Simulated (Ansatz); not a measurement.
A run of Ansatz 0.2.0 is set up as follows.

input.yaml

```yaml
crystal:
  lattice:
    - [5.1731, 0.0, 0.0]
    - [0.0, 3.3381, 0.0]
    - [0.0, 0.0, 5.6049]
  atoms:
    - { symbol: Ni, position: [0.99221, 0.75, 0.81248], spin: 1.0 }
    - { symbol: Ni, position: [0.50779, 0.25, 0.31248], spin: 1.0 }
    - { symbol: Ni, position: [0.49221, 0.75, 0.68752], spin: 1.0 }
    - { symbol: Ni, position: [0.00779, 0.25, 0.18752], spin: 1.0 }
    - { symbol: Si, position: [0.67872, 0.25, 0.9175] }
    - { symbol: Si, position: [0.82128, 0.75, 0.4175] }
    - { symbol: Si, position: [0.17872, 0.25, 0.5825] }
    - { symbol: Si, position: [0.32128, 0.75, 0.0825] }
hamiltonian:
  xc: blyp
  pseudopotentials: { kind: paw }
  dispersion: d3bj
magnetization:
  spin_polarized: true
kpoints:
  mp_grid: { grid: [5, 8, 5] }
scf:
  occupations: { method: fermi_dirac, width: 0.05 }
output:
  forces: true
  stress: true
  eigenvalues: true
relax:
  f_tol: 0.01
  max_steps: 40
  cell: { stress_tol: 0.05 }
```

Potentials or basis: Ansatz PAW.

Command:

```bash
$ ansatz run input.yaml --threads 4 --pin off --max-ram 11264MiB --backend cpu --events-out ev --progress --plain --runs-dir out
```

Task: What does it give for the space group after relaxing (to 0.05 Å)?

Result: Pnma (No. 62).

Task: Predict the band gap on the k mesh.

Result: None (metal or under the smearing width).

Task: What does it give for the relaxed cell?

Result: a = 5.087 Å, b = 3.352 Å, c = 5.574 Å, α = 90.00°, β = 90.00°, γ = 90.00°.

Task: What does it give for the net moment?

Result: 0.00 μB per cell.

Step by step:
```
step  energy change (eV)  largest force (eV/Å)  volume (Å³)
   1              0.0000                0.2157        96.79
   2             -0.0266                0.1189        95.93
   3             -0.0371                0.0241        94.86
   4             -0.0373                0.0112        95.02
   5             -0.0373                0.0016        95.04
   6             -0.0367                0.0015        95.04
```

Caveat: the plane-wave basis is chosen anew once the cell has moved, so the energies of steps on either side of that aren't comparable; pairwise dispersion overbinds metals, which lowers pressure and volume; the PAW data sets come from PBE, with cores solved anew for the run's functional, which leaves a small shift of forces and pressure; the starting moments weren't kept.

The cell as given is a measured one (12.10 Å³/atom); BLYP+D3(BJ) puts the equilibrium volume -1.8 % from it, thermal expansion not counted.
